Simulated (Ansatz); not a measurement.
The cell is COD entry 1534901, as deposited and not checked against the literature; nothing was relaxed.

An input for Zr and the output that it gave: DFT, PBE, all-electron LAPW, scalar-relativistic (Ansatz 0.2.0).

```yaml
crystal:
  lattice:
    - [0.0, 2.255, 2.255]
    - [2.255, 0.0, 2.255]
    - [2.255, 2.255, 0.0]
  atoms:
    - { symbol: Zr, position: [0.0, 0.0, 0.0] }
kpoints:
  mp_grid: { grid: [16, 16, 16] }
  band_path:
    path:
      - [0.0, 0.0, 0.0]
      - [0.5, 0.0, 0.5]
      - [0.625, 0.25, 0.625]
      - [0.375, 0.375, 0.75]
      - [0.0, 0.0, 0.0]
      - [0.5, 0.5, 0.5]
      - [0.5, 0.25, 0.75]
      - [0.5, 0.0, 0.5]
    npoints: 8
scf:
  occupations: { method: fermi_dirac, width: 0.05 }
hamiltonian:
  xc: pbe
  pseudopotentials: { kind: all_electron, lapw: { basis_error: 0.001 } }
output:
  forces: true
  stress: true
  eigenvalues: true
  populations: true
  dos: { projected: true, de: 0.2, e_range: [-14, 8] }
```

The log:

```
Zr: projections on atomic orbitals take those of the free atom 1s2 2s2 2p6 3s2 3p6 3d10 4s2 4p6 4d2 5s2, of charge +0.00 (hamiltonian.pseudopotentials.projection_atoms)
LAPW: plane waves up to 6.740 Å⁻¹, error target 1.0e-3 eV per atom; small_component_spin mean_spin; Zr in spheres of 1.595 Å, 22 of its electrons in bands, Dirac shells []
Engine: ansatz 0.2.0
Pseudopotentials: kind: all_electron
Pseudopotential: Zr, LAPW, valence charge 22, Koelling and Harmon's equation, gaussian nucleus
Functional definition: PBE
  parameter kappa = 0.804
  parameter beta = 0.06672455060314922
  exchange = pbe_x(kappa = kappa, mu = beta*pi^2/3)
  correlation = pbe_c(beta = beta)
Crystal: 1 atoms, lattice volume = 22.933 Å³
Basis set: ecut = 173.1020519070659 eV, 113 PW (Γ), exchange–correlation at level 2
Bands: 15, of which v1, the nominal top of the filled ones, is band 11 counted from 1 (10 counted from 0)
Symmetry: 48 space group operations
Space group: Fm-3m (ITA 225), of the structure as read, at distance tolerance 2.8e-5 Å
k-points: 145 of 4096
Non-local potential: Zr, projectors of the file, none
Initial density: superposition of atomic densities (chi_scale 0.1, normalization cell)
Initial wavefunctions: plane waves of lowest kinetic energy (no species holds an atomic orbital)
Functional: x = pbe(κ = 0.804, μ = 0.2195149727645171), c = pbe(β = 0.06672455060314922)
iter 1 solved again at ethr=1.59e-4 eV; its pass at ethr=1.00e-1 eV (dr2=3.50e-2 eV) is discarded
SCF iter   1: F=—  HF=-97927.146667 eV  |F-HF|=—  |Δ(HF+E_count)|=         —  Δρ=1.45e-2  dr2=3.56e-2  ethr=1.59e-4  ⟨swp⟩=2.9  Hψ=15029  notcnv=0
preconditioner: auto → none  [metal: Δε(μ)=0.010 eV  Ē_g=5.158 eV  σ=0.050 eV  W_gap=0.05  n_scr=8 (ndim 8)  ℏωp=15.5 eV  f_vac=0.000  D(μ)=1.84/eV (n_scr^D=14)  sad-step TF]
SCF iter   2: F=—  HF=-97927.078496 eV  |F-HF|=—  |Δ(HF+E_count)|=   6.82e-2  Δρ=7.77e-3  dr2=1.14e-2  ethr=1.59e-4  ⟨swp⟩=2.0  Hψ=6921  notcnv=0
SCF iter   3: F=—  HF=-97927.077114 eV  |F-HF|=—  |Δ(HF+E_count)|=   1.38e-3  Δρ=2.78e-3  dr2=1.52e-3  ethr=5.17e-5  ⟨swp⟩=2.0  Hψ=6420  notcnv=0
iter 4 solved again at ethr=5.98e-8 eV; its pass at ethr=6.92e-6 eV (dr2=1.32e-5 eV) is discarded
SCF iter   4: F=—  HF=-97927.077505 eV  |F-HF|=—  |Δ(HF+E_count)|=   3.90e-4  Δρ=2.55e-4  dr2=1.31e-5  ethr=5.98e-8  ⟨swp⟩=2.0  Hψ=10810  notcnv=0
SCF iter   5: F=—  HF=-97927.077499 eV  |F-HF|=—  |Δ(HF+E_count)|=   5.60e-6  Δρ=1.45e-5  dr2=3.38e-8  ethr=5.97e-8  ⟨swp⟩=2.0  Hψ=6420  notcnv=0
SCF iter   6: F=-97927.077499 eV  HF=-97927.077499 eV  |F-HF|=2.91e-10  |Δ(HF+E_count)|=   4.92e-8  Δρ=8.60e-7  dr2=1.02e-10  ethr=1.54e-10  ⟨swp⟩=3.0  Hψ=6740  notcnv=0
SCF 1 converged in 6 iterations: F = -97927.077499 eV  dr2 = 1.02e-10
NSCF: frozen V_eff on 57 k-points
SCF converged after 6 iterations
Free energy (F): -97927.077499 eV
Harris-Foulkes:  -97927.077499 eV  (|F-HF|=2.91e-10)
Internal energy: -97927.063504 eV  (E = F + TS)
E sigma→0 (E₀):  -97927.070502 eV
Entropy (-TS):   -0.013995 eV (-13.995 meV/atom)
Fermi energy:    15.940832 eV
--- Per-component energies (eV) ---
  E_band       = -1598.224890
  E_kinetic    = 101149.893848
  E_xc         = -3111.078880
  E_electrostatic = -195965.878472  (all electrons and nuclei)
  E_smearing   = -0.013995  (= −TS)
  E_closure    = 0.000000  (closes the sum)
  E_atoms      = -97919.811540  (free atoms, spherical and without spin; not in F)
  Σ components = -97927.077499   (vs F -97927.077499, Δ=0.00e0)
  Basis errors (estimates in eV, not in F): energy 1.6e-4 per atom: plane waves 1.2e-4 (5.8e-5 summed), levels above the bands 8.4e-74, relativity 5.6e-8, radial functions 4.4e-5, core shells 5.5e-7; eigenvalues (radial functions only) 1.1e-6; not estimated: angular momenta, meshes, grids; target (lapw.basis_error) 1.0e-3; muffin-tin radii Zr 1.595 Å
--- Forces (eV/Å), atoms counted from 1 ---
  atom   1  Zr     0.00000000     0.00000000    -0.00000000
  max |Σ_I F_I| component: 1.23e-31 eV/Å
--- Stress (GPa, compression-positive) ---
        1.076487      -0.000000      -0.000000
       -0.000000       1.076487      -0.000000
       -0.000000      -0.000000       1.076487
  P = ⅓ Tr σ = 1.0765 GPa (10.765 kbar)
--- Band table (eV; the first three rows and the last of 145) ---
  k-point 0: bands = ["-152.6305", "-152.6305", "-152.6220", "-152.6220", "-152.6220", "-32.7244", "-10.2267", "-10.2267", "-10.2267", "10.3682", "16.9204", "16.9204", "16.9204", "19.3796", "19.3796"]
  k-point 1: bands = ["-152.6305", "-152.6305", "-152.6220", "-152.6220", "-152.6220", "-32.7188", "-10.2677", "-10.2317", "-10.2317", "10.4964", "16.8009", "16.9810", "16.9810", "19.3180", "19.3180"]
  k-point 2: bands = ["-152.6305", "-152.6305", "-152.6220", "-152.6220", "-152.6220", "-32.7027", "-10.3833", "-10.2460", "-10.2460", "10.8636", "16.5032", "17.1318", "17.1318", "19.1895", "19.1895"]
  k-point 144: bands = ["-152.6305", "-152.6305", "-152.6220", "-152.6220", "-152.6220", "-32.5251", "-10.8830", "-10.8830", "-10.6009", "14.1725", "15.5448", "15.5448", "18.3761", "21.7228", "25.1046"]
--- Löwdin populations: 1 site ---
  site symbol       q [e]
     0     Zr     39.9374
  spilling = 0.001566 (of n_electrons = 40.000000)
```
